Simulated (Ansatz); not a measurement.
## BaTe (Fm-3m) under pressure

```
Ba Te
1.0
     3.47137    3.47137    0.00000
    -3.47137    3.47137    0.00000
     0.00000    3.47137    3.47137
Ba Te
1 1
Direct
  0.00000 0.00000 0.00000
  0.50000 0.50000 0.00000
```

This is the zero-pressure cell under PBEsol. Cell and atoms are relaxed by PAW (default files of Ansatz 0.2.0, cutoff 420 eV, stress met within about 0.05 GPa) at each pressure, in this structure whether or not another phase would take over; P is the pressure reached, less that of this cell. Levels come from PBEsol, all-electron LAPW in Ansatz 0.2.0, with spin-orbit coupling; k mesh 6×6×6, fixed occupations, basis error target 0.5 meV/atom. Conduction levels are in eV over the valence top (at Γ), at fixed fractional wave vectors. Zone-centre phonons come from finite displacements by PAW, without the LO-TO term.

```tsv
P (GPa)	V/V₀	X	L	T1u TO (cm⁻¹)
-1.95	1.0743	1.337	3.694	80.3
0.00	1.0000	1.187	3.776	95.0
1.98	?	?	?	?
4.00	0.9048	0.931	3.869	115.0
7.01	0.8562	0.766	3.910	125.7
10.01	0.8182	0.618	3.938	134.1
14.98	0.7692	0.397	3.968	144.4
```

Task: Fit the third-order Birch-Murnaghan equation to the rows shown.

Result: With f = [(V₀/V)^(2/3) − 1]/2, the normalised pressure F = P/[3f(1 + 2f)^(5/2)] is 31.5 GPa at f = -0.0233, 32.8 GPa at f = 0.0345, 33.1 GPa at f = 0.0545, 33.4 GPa at f = 0.0715, 33.7 GPa at f = 0.0956. The line F = B₀[1 + (3/2)(B′ − 4)f] gives B₀ = 32.0 GPa and B′ = 4.4.

Task: What are the volume deformation potentials and pressure coefficients of these levels at zero pressure?

Result: 

```
level  dE/dlnV (eV)  dE/dP = −(dE/dlnV)/B₀ (meV/GPa)  mean slope up to 4.0 GPa (meV/GPa)
    X          2.29                            -71.5                               -63.9
    L         -1.05                             32.9                                23.4
```

dE/dlnV is the slope of a cubic fit in ln V at V₀. The last column is read from two rows and shows how the slope bends with pressure. A level that another band crosses inside the range is left out of the tables.

Task: What mode Grüneisen parameters follow?

Result: γ = −d ln ω/d ln V at V₀ from a quadratic fit in ln V: T1u 2.15.

Task: Fill the row at 1.98 GPa.

Result: The fits give V/V₀ = 0.9466 and X = 1.053 eV. Computed: V/V₀ = 0.9468, X = 1.054, L = 3.830, T1u TO (cm⁻¹) = 106.0.

Limits of these numbers: no other phase was computed; many crystals of this kind change structure within this range, and rows or crossings beyond such a change describe a metastable lattice; the frozen-core PAW files of the relaxations were fitted under PBE, their cores solved anew for this functional; semilocal gaps are low, and the spacing of valleys can be off by tenths of an eV; levels are read at fixed fractional k, so an edge that moves off these points is missed.
